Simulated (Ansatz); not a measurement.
ZnTe: response to strain

Consider ZnTe in the zinc blende structure (space group F-43m, No. 216; a = 6.179 Å). Axes: x, y, z lie along the cube axes.

Strains are applied to the cell and any free atomic positions relax; under biaxial strain the out-of-plane vector relaxes too.

Computed with PBE (Ansatz, a program for electronic structure, PAW, without spin-orbit coupling), earlier PAW set.

Candidates:
(a) isotropic strain +0.78 %
(b) biaxial strain −2.08 %, plane normal [110], relaxed out of plane
(c) biaxial strain +1.06 %, plane normal [001], relaxed out of plane
(d) uniaxial strain ε_xx = −2.72 %

Notes on the quantities. energy relative to the base: free energy F.

### Question
Order them by energy relative to the base, lowest first.

### Answer
(c) biaxial strain +1.06 %, plane normal [001], relaxed out of plane (+1.2 meV/atom), (a) isotropic strain +0.78 % (+2.1 meV/atom), (d) uniaxial strain ε_xx = −2.72 % (+4.4 meV/atom), (b) biaxial strain −2.08 %, plane normal [110], relaxed out of plane (+7.1 meV/atom)

Stability against distortions was not tested.
